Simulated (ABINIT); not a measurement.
# TiC (Fm-3m) in ABINIT: single point with LDA

Aim: the single point of TiC with LDA.

All numbers are computed with ABINIT 10.8.3 (patched build); they aren't measurements. Logs are shortened: lines on timing, memory, paths and dates and some standing lists are left out, and cuts for length are marked. The log counts tension as positive stress, the text compression.

## 1. The undisturbed crystal

Symmetry: Fm-3m, No. 225, cubic system. The conventional cell has a = 4.331 Å, b = 4.331 Å, c = 4.331 Å, α = 90.00°, β = 90.00°, γ = 90.00°. Ti (site symmetry m-3m) has 6 C at 2.17 Å as nearest neighbours. C (site symmetry m-3m) has 6 Ti at 2.17 Å as nearest neighbours.

The cell is a database's computed one.

## 2. Single point, LDA (cell relaxed)

File run.abi:

```
# Pseudopotentials
pp_dirpath "./"
pseudos "Ti.upf, C.upf"

# Structure
acell 5.6963906674 5.6963906674 5.6963906674
rprim
     0.0000000000     0.7071067812     0.7071067812
     0.7071067812     0.0000000000     0.7071067812
     0.7071067812     0.7071067812     0.0000000000
ntypat 2
znucl 22 6
natom 2
typat 1 2
xred
     0.0000000000     0.0000000000     0.0000000000
     0.5000000000     0.5000000000     0.5000000000
chkprim 0
chksymtnons 0
tolsym 1.0e-6

# Plane-wave basis
ecut 42.0

# k points
kptopt 1
ngkpt 8 8 8
nshiftk 1
shiftk 0.0 0.0 0.0

# Exchange and correlation
ixc 7

# Bands and occupations
nband 12
occopt 3
tsmear 0.00183747

# SCF cycle
nstep 100
tolvrs 1.0e-10

# Output
iomode 3
prtwf 0
prtden 0
prteig 0
prtebands 0
```

Potentials or basis: PseudoDojo NC SR LDA v0.4.1 standard.

Launch:

```bash
> abinit run.abi > log 2>&1
```

run.abo:

```text
.Version 10.8.3 of ABINIT
 Symmetries : space group Fm -3 m (#225); Bravais cF (face-center cubic)
================================================================================
 Values of the parameters that define the memory need of the present run
     intxc =       0    ionmov =       0      iscf =       7    lmnmax =       6
     lnmax =       6     mgfft =      36  mpssoang =       3    mqgrid =    3001
     natom =       2  nloc_mem =       1    nspden =       1   nspinor =       1
    nsppol =       1      nsym =      48    n1xccc =    2501    ntypat =       2
    occopt =       3   xclevel =       1
       mpw =        1720          nfft =       46656          nkpt =          29
================================================================================
================================================================================

--------------------------------------------------------------------------------
------------- Echo of variables that govern the present computation ------------
--------------------------------------------------------------------------------
 -outvars: echo values of preprocessed input variables --------
            acell      5.6963906674E+00  5.6963906674E+00  5.6963906674E+00 Bohr
              amu      4.78800000E+01  1.20110000E+01
          chkprim           0
      chksymtnons           0
             ecut      4.20000000E+01 Hartree
              ixc           7
         kptrlatt        8    0    0      0    8    0      0    0    8
          kptrlen      4.55711253E+01
            natom           2
            nband          12
            ngfft          36      36      36
             nkpt          29
            nstep         100
             nsym          48
           ntypat           2
           occopt           3
           prtden           0
        prtebands           0
           prteig           0
            prtwf           0
            rprim      0.0000000000E+00  7.0710678120E-01  7.0710678120E-01
                       7.0710678120E-01  0.0000000000E+00  7.0710678120E-01
                       7.0710678120E-01  7.0710678120E-01  0.0000000000E+00
          spgroup         225
           tolsym      1.00000000E-06
           tolvrs      1.00000000E-10
           tsmear      1.83747000E-03 Hartree
            typat      1  2
           xangst      0.0000000000E+00  0.0000000000E+00  0.0000000000E+00
                       2.1315027686E+00  2.1315027686E+00  2.1315027686E+00
            xcart      0.0000000000E+00  0.0000000000E+00  0.0000000000E+00
                       4.0279564693E+00  4.0279564693E+00  4.0279564693E+00
             xred      0.0000000000E+00  0.0000000000E+00  0.0000000000E+00
                       5.0000000000E-01  5.0000000000E-01  5.0000000000E-01
            znucl       22.00000    6.00000

================================================================================

 chkinp: Checking input parameters for consistency.

================================================================================
== DATASET  1 ==================================================================

--- !DatasetInfo
iteration_state: {dtset: 1, }
dimensions: {natom: 2, nkpt: 29, mband: 12, nsppol: 1, nspinor: 1, nspden: 1, mpw: 1720, }
cutoff_energies: {ecut:  42.0, pawecutdg:  -1.0, }
electrons: {nelect:   1.60000000E+01, charge:   0.00000000E+00, occopt:   3.00000000E+00, tsmear:   1.83747000E-03, }
meta: {optdriver: 0, ionmov: 0, optcell: 0, iscf: 7, paral_kgb: 0, }
...

 Exchange-correlation functional for the present dataset will be:
  LDA: Perdew-Wang 92 LSD fit to Ceperley-Alder data - ixc=7
  J.P.Perdew and Y.Wang, PRB 45, 13244 (1992)

 Real(R)+Recip(G) space primitive vectors, cartesian coordinates (Bohr,Bohr^-1):
 R(1)=  0.0000000  4.0279565  4.0279565  G(1)= -0.1241324  0.1241324  0.1241324
 R(2)=  4.0279565  0.0000000  4.0279565  G(2)=  0.1241324 -0.1241324  0.1241324
 R(3)=  4.0279565  4.0279565  0.0000000  G(3)=  0.1241324  0.1241324 -0.1241324
 Unit cell volume ucvol=  1.3070262E+02 bohr^3
 Angles (23,13,12)=  6.00000000E+01  6.00000000E+01  6.00000000E+01 degrees

 getcut: wavevector=  0.0000  0.0000  0.0000  ngfft=  36  36  36
         ecut(hartree)=     42.000   => boxcut(ratio)=   2.16627

--- Pseudopotential description ------------------------------------------------
- pspini: atom type   1  psp file is ./Ti.upf
12 -1012 2 -1 1568                            pspcod,pspxc,lmax,lloc,mmax
     nproj     2     2     2

- pspini: atom type   2  psp file is ./C.upf
12 -1012 1 -1 1234                            pspcod,pspxc,lmax,lloc,mmax
     nproj     2     2     0

   3.07114594E+02                                ecore*ucvol(ha*bohr**3)
--------------------------------------------------------------------------------

================================================================================

--- !BeginCycle
iteration_state: {dtset: 1, }
solver: {iscf: 7, nstep: 100, nline: 4, wfoptalg: 0, }
tolerances: {tolvrs: 1.00E-10, }
...

     iter   Etot(hartree)      deltaE(h)  residm     vres2
 ETOT  1  -65.123879251328    -6.512E+01 1.872E-01 1.570E+03
 ETOT  2  -64.210527631169     9.134E-01 6.158E-02 6.603E+03
 ETOT  3  -65.445102035278    -1.235E+00 2.104E-02 1.464E+01
 ETOT  4  -65.447484968302    -2.383E-03 3.794E-02 4.847E+00
 ETOT  5  -65.448225705417    -7.407E-04 3.872E-03 8.179E-01
 ETOT  6  -65.448369472718    -1.438E-04 7.876E-03 2.101E-03
 ETOT  7  -65.448370753709    -1.281E-06 1.006E-03 1.536E-04
 ETOT  8  -65.448370810203    -5.649E-08 2.161E-03 6.450E-05
 ETOT  9  -65.448370825025    -1.482E-08 3.746E-04 8.622E-07
 ETOT 10  -65.448370825505    -4.800E-10 7.103E-04 1.010E-07
 ETOT 11  -65.448370825544    -3.868E-11 2.234E-04 9.864E-10
 ETOT 12  -65.448370825547    -3.865E-12 3.963E-04 1.156E-10
 ETOT 13  -65.448370825547     1.847E-13 1.790E-04 2.245E-12

 At SCF step   13       vres2   =  2.24E-12 < tolvrs=  1.00E-10 =>converged.

 Cartesian components of stress tensor (hartree/bohr^3)
  sigma(1 1)=  1.84577871E-06  sigma(3 2)=  0.00000000E+00
  sigma(2 2)=  1.84577871E-06  sigma(3 1)=  0.00000000E+00
  sigma(3 3)=  1.84577871E-06  sigma(2 1)=  0.00000000E+00

--- !ResultsGS
iteration_state: {dtset: 1, }
comment   : Summary of ground state results
lattice_vectors:
- [  0.0000000,   4.0279565,   4.0279565, ]
- [  4.0279565,   0.0000000,   4.0279565, ]
- [  4.0279565,   4.0279565,   0.0000000, ]
lattice_lengths: [   5.69639,    5.69639,    5.69639, ]
lattice_angles: [ 60.000,  60.000,  60.000, ] # degrees, (23, 13, 12)
lattice_volume:   1.3070262E+02
convergence: {deltae:  1.847E-13, res2:  2.245E-12, residm:  1.790E-04, diffor: null, }
etotal    :  -6.54483708E+01
entropy   :   0.00000000E+00
fermie    :   4.12135357E-01
cartesian_stress_tensor: # hartree/bohr^3
- [  1.84577871E-06,   0.00000000E+00,   0.00000000E+00, ]
- [  0.00000000E+00,   1.84577871E-06,   0.00000000E+00, ]
- [  0.00000000E+00,   0.00000000E+00,   1.84577871E-06, ]
pressure_GPa:  -5.4305E-02
xred      :
- [  0.0000E+00,   0.0000E+00,   0.0000E+00, Ti]
- [  5.0000E-01,   5.0000E-01,   5.0000E-01,  C]
cartesian_forces: # hartree/bohr
- [ -0.00000000E+00,  -0.00000000E+00,  -0.00000000E+00, ]
- [ -0.00000000E+00,  -0.00000000E+00,  -0.00000000E+00, ]
force_length_stats: {min:   0.00000000E+00, max:   0.00000000E+00, mean:   0.00000000E+00, }
...

 Integrated electronic density in atomic spheres:
 ------------------------------------------------
 Atom  Sphere_radius  Integrated_density
    1        2.00000          9.60894576
    2        2.00000          3.95821743
================================================================================

 ----iterations are completed or convergence reached----

 Mean square residual over all n,k,spin=   11.889E-07; max=  17.903E-05
 reduced coordinates (array xred) for    2 atoms
       0.000000000000      0.000000000000      0.000000000000
       0.500000000000      0.500000000000      0.500000000000
 rms dE/dt=  0.0000E+00; max dE/dt=  0.0000E+00; dE/dt below (all hartree)
    1       0.000000000000      0.000000000000      0.000000000000
    2       0.000000000000      0.000000000000      0.000000000000

 cartesian coordinates (angstrom) at end:
    1      0.00000000000000     0.00000000000000     0.00000000000000
    2      2.13150276860780     2.13150276860780     2.13150276860780

 cartesian forces (hartree/bohr) at end:
    1     -0.00000000000000    -0.00000000000000    -0.00000000000000
    2     -0.00000000000000    -0.00000000000000    -0.00000000000000
 frms,max,avg= 0.0000000E+00 0.0000000E+00   0.000E+00  0.000E+00  0.000E+00 h/b

 cartesian forces (eV/Angstrom) at end:
    1     -0.00000000000000    -0.00000000000000    -0.00000000000000
    2     -0.00000000000000    -0.00000000000000    -0.00000000000000
 frms,max,avg= 0.0000000E+00 0.0000000E+00   0.000E+00  0.000E+00  0.000E+00 e/A
 length scales=  5.696390667400  5.696390667400  5.696390667400 bohr
              =  3.014400123544  3.014400123544  3.014400123544 angstroms
 Fermi (or HOMO) energy (hartree) =   0.41214   Average Vxc (hartree)=  -0.49153
 Eigenvalues (hartree) for nkpt=  29  k points:
 kpt#   1, nband= 12, wtk=  0.00195, kpt=  0.0000  0.0000  0.0000 (reduced coord)
  -1.63786   -0.76759   -0.76759   -0.76759   -0.04352    0.43815    0.43815    0.43815
   0.47824    0.47824    0.48156    0.48171
      occupation numbers for kpt#   1
   2.00000    2.00000    2.00000    2.00000    2.00000    0.00000    0.00000    0.00000
   0.00000    0.00000    0.00000    0.00000
 prteigrs : prtvol=0 or 1, do not print more k-points.

--- !EnergyTerms
iteration_state     : {dtset: 1, }
comment             : Components of total free energy in Hartree
kinetic             :  2.74289661299163E+01
hartree             :  1.10932896968690E+01
xc                  : -1.08221323207703E+01
Ewald energy        : -5.20234202625819E+01
psp_core            :  2.34972021623348E+00
local_psp           : -4.37004991752781E+01
non_local_psp       :  2.25801943159465E-01
internal            : -6.54482737724521E+01
'-kT*entropy'       : -9.70530951981511E-05
total_energy        : -6.54483708255473E+01
total_energy_eV     : -1.78094089770416E+03
band_energy         : -5.96932036384300E+00
...

 Cartesian components of stress tensor (hartree/bohr^3)
  sigma(1 1)=  1.84577871E-06  sigma(3 2)=  0.00000000E+00
  sigma(2 2)=  1.84577871E-06  sigma(3 1)=  0.00000000E+00
  sigma(3 3)=  1.84577871E-06  sigma(2 1)=  0.00000000E+00

-Cartesian components of stress tensor (GPa)         [Pressure= -5.4305E-02 GPa]
- sigma(1 1)=  5.43046845E-02  sigma(3 2)=  0.00000000E+00
- sigma(2 2)=  5.43046845E-02  sigma(3 1)=  0.00000000E+00
- sigma(3 3)=  5.43046845E-02  sigma(2 1)=  0.00000000E+00

== END DATASET(S) ==============================================================
================================================================================

 -outvars: echo values of variables after computation  --------
            acell      5.6963906674E+00  5.6963906674E+00  5.6963906674E+00 Bohr
           etotal     -6.5448370826E+01
            fcart     -0.0000000000E+00 -0.0000000000E+00 -0.0000000000E+00
                      -0.0000000000E+00 -0.0000000000E+00 -0.0000000000E+00
            rprim      0.0000000000E+00  7.0710678120E-01  7.0710678120E-01
                       7.0710678120E-01  0.0000000000E+00  7.0710678120E-01
                       7.0710678120E-01  7.0710678120E-01  0.0000000000E+00
           strten      1.8457787098E-06  1.8457787098E-06  1.8457787098E-06
                       0.0000000000E+00  0.0000000000E+00  0.0000000000E+00
           xangst      0.0000000000E+00  0.0000000000E+00  0.0000000000E+00
                       2.1315027686E+00  2.1315027686E+00  2.1315027686E+00
             xred      0.0000000000E+00  0.0000000000E+00  0.0000000000E+00
                       5.0000000000E-01  5.0000000000E-01  5.0000000000E-01
 Calculation completed.
```

Wall time 25 s (1 thread of Arm Neoverse V1, shared host); peak memory 0.07 GiB.

What came out:

```yaml
Free_energy: -1780.9409 eV
Pressure: -0.1 GPa
Band_gap_on_the_k_mesh: none (metal or under the smearing width)
Valence_electrons_inside_the_program's_atomic_spheres: Ti 9.61; C 3.96
```
